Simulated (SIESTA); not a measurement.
Crystal: V.

```
V
1.0
    -1.51435    1.51435    1.51435
     1.51435   -1.51435    1.51435
     1.51435    1.51435   -1.51435
V
1
Cartesian
  0.0000 0.0000 0.0000
```

Program: SIESTA 5.4.2. Alike in all runs: task single point; spin collinear, ferromagnetic start; cell as given; k mesh 12 × 12 × 12; smearing fermi-dirac 0.05 eV; grid cutoff 800 Ry; energy shift 0.003 Ry.

**Question.** Order these runs on this cell by their pressure, lowest first.
A. level WC; potentials or basis PseudoDojo 0.4 standard (PBEsol files), DZP (energy shift 0.003 Ry; two zetas on semicore shells)
B. level PW91; potentials or basis PseudoDojo 0.4 standard (PBE files), DZP (energy shift 0.003 Ry; two zetas on semicore shells)
C. level RPBE; potentials or basis PseudoDojo 0.4 standard (PBE files), DZP (energy shift 0.003 Ry; two zetas on semicore shells)
D. level LDA; potentials or basis PseudoDojo 0.4 standard (LDA files), DZP (energy shift 0.003 Ry; two zetas on semicore shells)

**Answer.** D (-17.2 GPa), A (-11.3 GPa), B (-5.7 GPa), C (-1.1 GPa).

Caveats: the basis of atomic orbitals isn't converged, which shifts pressures, moduli and gaps; the potentials were made for another functional, which shifts forces and pressure (some runs).

Runs at the PBE level aren't shown here.
